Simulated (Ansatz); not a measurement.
# KI: the cost of one run

Method: DFT PBE, scalar-relativistic, plane waves, PAW, in Ansatz 0.2.0.

1 further run of the same task is left out (set aside as unsound or not needed).

## Step 1: Starting point

Symmetry: Fm-3m, No. 225, cubic system. The conventional cell has a = 7.176 Å, b = 7.176 Å, c = 7.176 Å, α = 90.00°, β = 90.00°, γ = 90.00°. K (site symmetry m-3m) is surrounded by 6 I at 3.59 Å. Around I (site symmetry m-3m) lie 6 K at 3.59 Å.

As a file:

```
K I
1.0
     0.00000    3.58818    3.58818
     3.58818    0.00000    3.58818
     3.58818    3.58818    0.00000
K I
1 1
Cartesian
  0.0000 0.0000 0.0000
  3.5882 3.5882 3.5882
```

It is the result of an earlier relaxation at this level (volume 46.20 Å³/atom; gap on the mesh: 3.86 eV).

## Step 2: Bands, states and charges

Contents of input.yaml:

```yaml
crystal:
  lattice:
    - [0.0, 3.5881814904, 3.5881814904]
    - [3.5881814904, 0.0, 3.5881814904]
    - [3.5881814904, 3.5881814904, 0.0]
  atoms:
    - { symbol: K, position: [0.0, 0.0, 0.0] }
    - { symbol: I, position: [0.5, 0.5, 0.5] }
basis:
  ecutwfc: 420
kpoints:
  mp_grid: { grid: [6, 6, 6] }
  band_path:
    path:
      - [[0.0, 0.0, 0.0], [0.5, 0.0, 0.5], [0.625, 0.25, 0.625]]
      - [[0.375, 0.375, 0.75], [0.0, 0.0, 0.0], [0.5, 0.5, 0.5], [0.5, 0.25, 0.75], [0.5, 0.0, 0.5]]
    npoints: 14
hamiltonian:
  xc: pbe
scf:
  occupations: { method: gaussian, width: 0.02 }
  n_extra_bands: 6
output:
  forces: true
  stress: true
  eigenvalues: true
  populations: true
  dos: { projected: true, de: 0.02, nscf_kmesh: { grid: [9, 9, 9] } }
  bader: true
```

The run is started by

```bash
> ansatz run input.yaml --threads 1 --pin off --max-ram 2560MiB --backend cpu --events-out ev --progress --plain --runs-dir out
```

Q: Estimate wall time and peak memory on 1 thread of Arm Neoverse V1, shared host.

About 13 s, with a peak of 0.35 GiB.
